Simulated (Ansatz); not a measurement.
A plane-wave DFT run in Ansatz 0.2.0 (scalar-relativistic PAW potentials unless the input names others): input and command.

```yaml
crystal:
  lattice:
    - [0.0, 2.48969825, 2.48969825]
    - [2.48969825, 0.0, 2.48969825]
    - [2.81744825, 2.81744825, -0.32775]
  atoms:
    - { symbol: Ca, position: [-0.0291951105, -0.0291951105, 0.0875853316] }
    - { symbol: F, position: [0.244397938, 0.244397938, 0.266806186] }
    - { symbol: F, position: [0.7847971725, 0.7847971725, 0.6456084824] }
basis:
  ecutwfc: "50 eV"
kpoints:
  mp_grid: { grid: [8, 8, 8] }
hamiltonian:
  xc: pbe
scf:
  occupations: { method: gaussian, width: 0.02 }
  max_iter: 75
output:
  forces: true
  eigenvalues: true
  stress: true
```

```bash
ansatz run input.yaml --threads 1 --pin off --max-ram 1331MiB --backend cpu --events-out ev --progress --plain --runs-dir out
```

Abridged log:
```
Pseudopotentials: kind: paw
Pseudopotential: Ca, paw, valence charge 10, recommended cutoff 420 eV (normal)
Pseudopotential: F, paw, valence charge 7, recommended cutoff 420 eV (normal)
Functional definition: PBE
Crystal: 3 atoms, lattice volume = 36.960 Å³
Basis set: ecut = 50 eV, 27 PW (Γ), exchange–correlation on 18×18×20 points (8 copies of the dense FFT grid, shifted against one another)
Bands: 16, of which v1, the nominal top of the filled ones, is band 12 counted from 1 (11 counted from 0)
Symmetry: 6 space group operations
Space group: R3m (ITA 160), of the structure as read, at distance tolerance 3.3e-5 Å
k-points: 65 of 512 (time reversal used)
Initial density: superposition of atomic densities (neutral atoms: chi_scale 0, normalization atom), corrected by the library's trained network
Initial wavefunctions: pseudopotential atomic-orbital guess
Functional: x = pbe(κ = 0.804, μ = 0.21951497), c = pbe(β = 0.06672455)
SCF iter   1: F=—  HF=-3130.868974 eV  |F-HF|=—  |Δ(HF+E_count)|=         —  Δρ=1.22e0  dr2=3.90e2  ethr=1.77e-3  ⟨swp⟩=1.0  Hψ=1909  notcnv=0
SCF iter   2: F=—  HF=-2911.927102 eV  |F-HF|=—  |Δ(HF+E_count)|=    2.19e2  Δρ=5.77e-1  dr2=7.29e1  ethr=1.77e-3  ⟨swp⟩=3.0  Hψ=3123  notcnv=0  defer=4
SCF iter   3: F=—  HF=-2860.473032 eV  |F-HF|=—  |Δ(HF+E_count)|=    5.15e1  Δρ=5.62e-2  dr2=1.07e0  ethr=1.77e-3  ⟨swp⟩=2.9  Hψ=2746  notcnv=0
SCF iter   4: F=—  HF=-2859.883825 eV  |F-HF|=—  |Δ(HF+E_count)|=   5.89e-1  Δρ=7.16e-3  dr2=1.43e-2  ethr=1.77e-3  ⟨swp⟩=2.0  Hψ=1997  notcnv=0
SCF iter   5: F=—  HF=-2859.876842 eV  |F-HF|=—  |Δ(HF+E_count)|=   6.98e-3  Δρ=1.41e-3  dr2=4.06e-4  ethr=5.95e-5  ⟨swp⟩=2.1  Hψ=1678  notcnv=0
SCF iter   6: F=—  HF=-2859.876951 eV  |F-HF|=—  |Δ(HF+E_count)|=   1.09e-4  Δρ=1.36e-4  dr2=4.95e-6  ethr=1.69e-6  ⟨swp⟩=1.2  Hψ=1063  notcnv=0
SCF iter   7: F=—  HF=-2859.875235 eV  |F-HF|=—  |Δ(HF+E_count)|=   1.72e-3  Δρ=2.53e-5  dr2=2.42e-7  ethr=2.06e-8  ⟨swp⟩=2.0  Hψ=1739  notcnv=0
SCF iter   8: F=-2859.875235 eV  HF=-2859.875235 eV  |F-HF|=1.22e-10  |Δ(HF+E_count)|=   3.39e-8  Δρ=5.01e-6  dr2=6.81e-9  ethr=4.17e-10  ⟨swp⟩=4.8  Hψ=4295  notcnv=0
SCF 1 converged in 8 iterations: F = -2859.875235 eV  dr2 = 6.81e-9
SCF converged after 8 iterations
Free energy (F): -2859.875235 eV
Harris-Foulkes:  -2859.875235 eV  (|F-HF|=1.22e-10)
Internal energy: -2859.875114 eV  (E = F + TS)
E sigma→0 (E₀):  -2859.875174 eV
Entropy (-TS):   -0.000121 eV (-0.040 meV/atom)
Fermi energy:    16.913618 eV
--- Forces (eV/Å), atoms counted from 1 ---
  atom   1  Ca   -21.41759896   -21.41759896    21.41759896
  atom   2  F      4.76578980     4.76578980    -4.76578980
  atom   3  F     16.64570861    16.64570861   -16.64570861
--- Stress (GPa, compression-positive) ---
    -1604.711055      49.364494     -49.364494
       49.364494   -1604.711055     -49.364494
      -49.364494     -49.364494   -1604.711055
  P = ⅓ Tr σ = -1604.7111 GPa (-16047.111 kbar)
```

Problem. What should be changed?

Solution. The fault is a cutoff far too low (basis.ecutwfc: 420 → "50 eV", the first being the value of the sound run). Setting it back cures it. The log, from which this was withheld above, says: «Warning: basis.ecutwfc = 50 eV is below the records' recommended 420 eV, and the density's cutoff is lower with it unless basis.ecutrho_ratio is high enough to keep the records' density cutoff: compare with a run at a higher cutoff» The run converged all the same, with an energy at zero smearing 192.9 eV/atom above the reference's, pressure -1604.71 GPa, largest force 37.096 eV/Å, no gap on the mesh, so convergence alone doesn't show that an input is right. A reference run from the same start on usual settings converged with pressure 25.28 GPa, largest force 4.793 eV/Å, gap on the mesh 7.50 eV.